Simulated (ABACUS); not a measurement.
# WC (Cmmm) in ABACUS: reference runs

Aim: a first look at WC with PBE, on the cell as given and on a disturbed one.

All numbers are computed with ABACUS 3.10.1; they aren't measurements. Logs are shortened: lines on timing, memory, paths and dates and some standing lists are left out, and cuts for length are marked.

## 1. The crystal as given

Symmetry: Cmmm, No. 65, orthorhombic system. Conventional cell: a = 3.281 Å, b = 4.236 Å, c = 4.309 Å, α = 90.00°, β = 90.00°, γ = 90.00°. Around W (site symmetry mmm) lie 4 W at 2.68 Å and 8 C at 2.71 to 3.02 Å. Around C (site symmetry mmm) lie 4 C at 2.68 Å and 8 W at 2.71 to 3.02 Å.

The cell was built by a generator and needn't be a form met in nature.

## 2. Single point, PBE

INPUT reads:

```
INPUT_PARAMETERS
suffix              WC
calculation         scf
basis_type          pw
pseudo_dir          ./
symmetry            1
dft_functional      pbe
ecutwfc             82
pseudo_rcut         7
nspin               1
nbands              13
ks_solver           dav
smearing_method     fd
smearing_sigma      0.00367493
scf_thr             1e-08
scf_nmax            100
mixing_type         broyden
mixing_beta         0.7
cal_force           1
cal_stress          1
kpar                4
```

STRU reads:

```
ATOMIC_SPECIES
W 183.8400 W.upf
C 12.0110 C.upf

LATTICE_CONSTANT
1.8897261246

LATTICE_VECTORS
1.6403461100 -2.1180379000 0.0000000000
1.6403461100 2.1180379000 0.0000000000
0.0000000000 0.0000000000 4.3094211000

ATOMIC_POSITIONS
Direct

W
0.0
1
0.5000000000 0.5000000000 0.5000000000 1 1 1

C
0.0
1
0.0000000000 0.0000000000 0.0000000000 1 1 1
```

KPT reads:

```
K_POINTS
0
Gamma
10 10 6 0 0 0
```

Potentials or basis: PseudoDojo NC SR 0.4.1 PBE standard, plane waves.

Run with:

```sh
$ OMP_NUM_THREADS=1 mpirun -np 4 abacus > log
```

running log:

```text
ABACUS v3.10.1

               Atomic-orbital Based Ab-initio Computation at UStc

 ------------------------------------------------------------------------------------

 READING GENERAL INFORMATION
                           global_out_dir = OUT.WC/
                           global_in_card = INPUT
                               pseudo_dir = ./
                              orbital_dir =
                                    DSIZE = 4
                                    GSIZE = 1
[... 5 lines left out ...]

 READING ATOM TYPE 1
                               atom label = W
                      L=0, number of zeta = 1
                      L=1, number of zeta = 1
                      L=2, number of zeta = 1
             number of atom for this type = 1

 READING ATOM TYPE 2
                               atom label = C
                      L=0, number of zeta = 1
                      L=1, number of zeta = 1
                      L=2, number of zeta = 1
             number of atom for this type = 1

                        TOTAL ATOM NUMBER = 2
DIRECT COORDINATES
    atom                   x                   y                   z     mag                  vx                  vy                  vz
taud_W1            0.5000000000        0.5000000000        0.5000000000  0.0000        0.0000000000        0.0000000000        0.0000000000
taud_C1            0.0000000000        0.0000000000        0.0000000000  0.0000        0.0000000000        0.0000000000        0.0000000000

                          Volume (Bohr^3) = 202.076
                             Volume (A^3) = 29.9445

 Lattice vectors: (Cartesian coordinate: in unit of a_0)
             +1.64035            -2.11804                  +0
             +1.64035            +2.11804                  +0
                   +0                  +0            +4.30942
 Reciprocal vectors: (Cartesian coordinate: in unit of 2 pi/a_0)
            +0.304814           -0.236068                  +0
            +0.304814           +0.236068                  -0
                   -0                  -0            +0.23205
 The esolver type has been set to : ksdft_pw

                PAO radial cut off (Bohr) = 7

 Read in pseudopotential file is W.upf
                     pseudopotential type = NC
          exchange-correlation functional = PBE
                 nonlocal core correction = 1
                        valence electrons = 14
                                     lmax = 3
                           number of zeta = 4
                     number of projectors = 8
                           L of projector = 0
                           L of projector = 0
                           L of projector = 1
                           L of projector = 1
                           L of projector = 2
                           L of projector = 2
                           L of projector = 3
                           L of projector = 3
                PAO radial cut off (Bohr) = 7

 Read in pseudopotential file is C.upf
                     pseudopotential type = NC
          exchange-correlation functional = PBE
                 nonlocal core correction = 1
                        valence electrons = 4
                                     lmax = 1
                           number of zeta = 2
                     number of projectors = 4
                           L of projector = 0
                           L of projector = 0
                           L of projector = 1
                           L of projector = 1
     initial pseudo atomic orbital number = 14

 SETUP THE ELECTRONS NUMBER
             electron number of element W = 14
       total electron number of element W = 14
             electron number of element C = 4
       total electron number of element C = 4
            AUTOSET number of electrons:  = 18
                           occupied bands = 9
                                   NBANDS = 13
                                   NLOCAL = 18

%%%%%%%%%%%%%%%%%%%%%%%%%%%%%%%%%%%%%%%%%%%%%%%%%%%%%%%%%%%%%%%%%%%%%%%%%%%%%%%%%%%%%%%%%%%%%%%%%%%%%%%%%%
 Warning: the number of valence electrons in pseudopotential > 6 for W: [Xe] 4f14 5d4 6s2
 Pseudopotentials with additional electrons can yield (more) accurate outcomes, but may be less efficient.
 If you're confident that your chosen pseudopotential is appropriate, you can safely ignore this warning.
%%%%%%%%%%%%%%%%%%%%%%%%%%%%%%%%%%%%%%%%%%%%%%%%%%%%%%%%%%%%%%%%%%%%%%%%%%%%%%%%%%%%%%%%%%%%%%%%%%%%%%%%%%

 SETUP THE PLANE WAVE BASIS
 energy cutoff for charge/potential (unit:Ry) = 328
            fft grid for charge/potential = [ 30, 30, 48 ]
                        fft grid division = [ 1, 1, 1 ]
        big fft grid for charge/potential = [ 30, 30, 48 ]
                                     nbxx = 43200
                                     nrxx = 43200

 SETUP PLANE WAVES FOR CHARGE/POTENTIAL
                    number of plane waves = 20329
[... 82 lines left out ...]
K-POINTS REDUCTION ACCORDING TO SYMMETRY
     IBZ    DIRECT_X    DIRECT_Y    DIRECT_Z  WEIGHT  ibz2bz
       1  0.00000000  0.00000000  0.00000000  0.0017       0
       2  0.10000000  0.00000000  0.00000000  0.0067       1
       3  0.20000000  0.00000000  0.00000000  0.0067       2
       4  0.30000000  0.00000000  0.00000000  0.0067       3
       5  0.40000000  0.00000000  0.00000000  0.0067       4
       6  0.50000000  0.00000000  0.00000000  0.0033       5
[... 22 lines left out ...]
      29  0.50000000  0.40000000  0.00000000  0.0067      45
      30 -0.40000000  0.40000000  0.00000000  0.0033      46
[... 94 further k points ...]

                               nkstot now = 124
[... K-POINTS DIRECT COORDINATES: 124 rows ...]

           k-point number in this process = 31
       minimum distributed K point number = 31
[... stars of the k points ...]

[... K-POINTS CARTESIAN COORDINATES: 31 rows ...]

[... K-POINTS DIRECT COORDINATES: 31 rows ...]

 SETUP PLANE WAVES FOR WAVE FUNCTIONS
     energy cutoff for wavefunc (unit:Ry) = 82
              fft grid for wave functions = [ 30, 30, 48 ]
                    number of plane waves = 3471
                         number of sticks = 201

 PARALLEL PW FOR WAVE FUNCTIONS
     PROC   COLUMNS(POT)             PW
        1            201           3471
 --------------- sum -------------------
        1            201           3471

 SETUP NONLOCAL PSEUDOPOTENTIALS IN PLANE WAVE BASIS
 W non-local projectors:
 projector 1 L=0
 projector 2 L=0
 projector 3 L=1
 projector 4 L=1
 projector 5 L=2
 projector 6 L=2
 projector 7 L=3
 projector 8 L=3
 C non-local projectors:
 projector 1 L=0
 projector 2 L=0
 projector 3 L=1
 projector 4 L=1
      TOTAL NUMBER OF NONLOCAL PROJECTORS = 40

 Init Non-Local PseudoPotential table :
 Init Non-Local-Pseudopotential done.

                                     npwx = 2565

 Make real space PAO into reciprocal space.
       max mesh points in Pseudopotential = 701
     dq(describe PAO in reciprocal space) = 0.01
                                    max q = 1091

 number of pseudo atomic orbitals for W is 4
WARNING: norm of atomic wavefunction # 3 of atomic type W is 0.999307, renormalized
WARNING: norm of atomic wavefunction # 4 of atomic type W is 0.996227, renormalized

 number of pseudo atomic orbitals for C is 2
WARNING: norm of atomic wavefunction # 1 of atomic type C is 0.999989, renormalized
WARNING: norm of atomic wavefunction # 2 of atomic type C is 0.999518, renormalized

 -------------------------------------------
 SELF-CONSISTENT
 -------------------------------------------
                                 init_chg = atomic

 PW ALGORITHM --------------- ION=   1  ELEC=   1--------------------------------
 Notice: Threshold on eigenvalues was too large.
 hsover_error=0.18 > DRHO=0.156665
 Origin diag ethr = 0.01
 New diag ethr = 0.000870362

 Density error is 0.16005072718
                          Error Threshold = 0.000870362431356
----------------------------------------------------------
     Energy           Rydberg                 eV
----------------------------------------------------------
 E_KohnSham     -163.2852132958      -2221.6092999680
 E_Harris       -165.8385198246      -2256.3488174999
 E_Fermi        1.0271419261         13.9749828492
----------------------------------------------------------
[... 75 lines left out ...]
 Density error is 2.45996804401e-09
                          Error Threshold = 1.28009902286e-09
----------------------------------------------------------
     Energy           Rydberg                 eV
----------------------------------------------------------
 E_KohnSham     -163.3512656415      -2222.5079882361
 E_KS(sigma->0) -163.3507286700      -2222.5006823638
 E_Harris       -163.3511587520      -2222.5065339295
 E_band         -13.1703755798       -179.1921526860
 E_one_elec     -39.5497457474       -538.1018966166
 E_Hartree      26.5177922566        360.7930730703
 E_xc           -36.7745831844       -500.3438728824
 E_Ewald        -113.5436550233      -1544.8406800628
 E_entropy(-TS) -0.0010739430        -0.0146117447
 E_descf        0.0000000000         0.0000000000
 E_exx          0.0000000000         0.0000000000
 E_Fermi        1.0046733748         13.6692825259
----------------------------------------------------------

 charge density convergence is achieved
 final etot is -2222.5079882 eV
 EFERMI = 13.669282526 eV

 STATE ENERGY(eV) AND OCCUPATIONS    NSPIN == 1
 1/31 kpoint (Cartesian) = 0.0000 0.0000 0.0000 (2565 pws)
       1       -61.1390     0.00333333
       2       -25.4229     0.00333333
       3       -24.7884     0.00333333
       4       -24.5315     0.00333333
       5        1.38100     0.00333333
       6        8.07860     0.00333333
       7        10.2607     0.00333333
       8        10.4616     0.00333333
       9        15.4967    4.46512e-19
      10        15.7364    3.69636e-21
      11        15.7804    1.53572e-21
      12        16.3380    2.20067e-26
      13        16.3860    8.43406e-27
[... 61 lines left out ...]
 6/31 kpoint (Cartesian) = 0.15241 -0.11803 0.0000 (2544 pws)
       1       -61.0589     0.00666667
       2       -25.7453     0.00666667
       3       -25.2951     0.00666667
       4       -24.6260     0.00666667
       5        4.57651     0.00666667
       6        7.84101     0.00666667
       7        8.86721     0.00666667
       8        9.97287     0.00666667
       9        15.5238    5.19699e-19
      10        15.5528    2.90874e-19
      11        16.2635    1.95272e-25
      12        17.1649    2.89454e-33
      13        18.0112    1.28953e-40

[... levels at 25 further k points ...]

------------------------------------------------------------------------------------------
 TOTAL-FORCE (eV/Angstrom)
------------------------------------------------------------------------------------------
                        W1         0.0000000000         0.0000000000         0.0000000000
                        C1         0.0000000000         0.0000000000         0.0000000000
------------------------------------------------------------------------------------------

----------------------------------------------------------------
 TOTAL-STRESS (KBAR)
----------------------------------------------------------------
      -353.0523725500         0.0000000000         0.0000000000
        -0.0000000000       -26.2698867776         0.0000000000
         0.0000000000         0.0000000000      -586.7918315930
----------------------------------------------------------------
 TOTAL-PRESSURE: -322.038030 KBAR

 --------------------------------------------
 !FINAL_ETOT_IS -2222.5079882361151249 eV
 --------------------------------------------
```

Run time: 28 s. Hardware: 4 MPI ranks of AMD EPYC 7R13 (Zen 3), shared host; peak memory 0.36 GiB.

What came out:

| Quantity | Value |
| --- | --- |
| Free energy | -2222.5080 eV |
| Pressure | -32.2 GPa |
| Band gap on the k mesh | none (metal or under the smearing width) |

Caveat: a pressure of tens of GPa on the cell as given is suspect, and the run, the potentials or the cell itself is likely at fault.

(Continued in part 2 of 2.)
